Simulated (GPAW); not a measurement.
The system is MnS.

```xyz
2
Lattice="0.0000 2.4735 2.4735 2.4735 0.0000 2.4735 2.4735 2.4735 0.0000" Properties=species:S:1:pos:R:3 pbc="T T T"
Mn    0.0000    0.0000    0.0000
S     3.7102    3.7102    3.7102
```

The cell is a database's computed one.

Base run:

| Quantity | Value |
| --- | --- |
| Program | GPAW 26.7.0 |
| Functional | PBEsol |
| Potentials or basis | PAW data sets generated in the run's folder for this functional |
| Cutoff | 600 eV |
| Basis | pw |
| k mesh | 9 × 9 × 9 |
| Occupations | fermi-dirac, width 0.05 eV |
| Spin | collinear spin, ferromagnetic start |
| Starting moments | [4.0, 0.0] μB |

Its results: pressure -2.3 GPa; net moment 0.22 μB per cell; site moments Mn +0.21; S -0.00 μB.

Task: After a change of settings the same cell gave: pressure 21.1 GPa; net moment 3.06 μB per cell; site moments Mn +2.88; S -0.03 μB. Which change was it?
A. hubbard terms from none to Mn d U = 4 eV
B. hubbard terms from none to Mn d U = 1 eV
C. functional from PBEsol to SCAN; potentials or basis from PAW data sets generated in the run's folder for this functional to GPAW PAW data sets (gpaw-data 1.2.1)
D. functional from PBEsol to LDA; potentials or basis from PAW data sets generated in the run's folder for this functional to the program's PAW data sets (release 1.2.1) made for this functional

Result: B.

Caveats: the moment fell far below its start of 4 μB, so a state of higher moment may lie lower in energy (some runs); a cell with one magnetic atom can't hold antiferromagnetic order, which such compounds often take (some runs).

Not every run made on this cell is shown here.
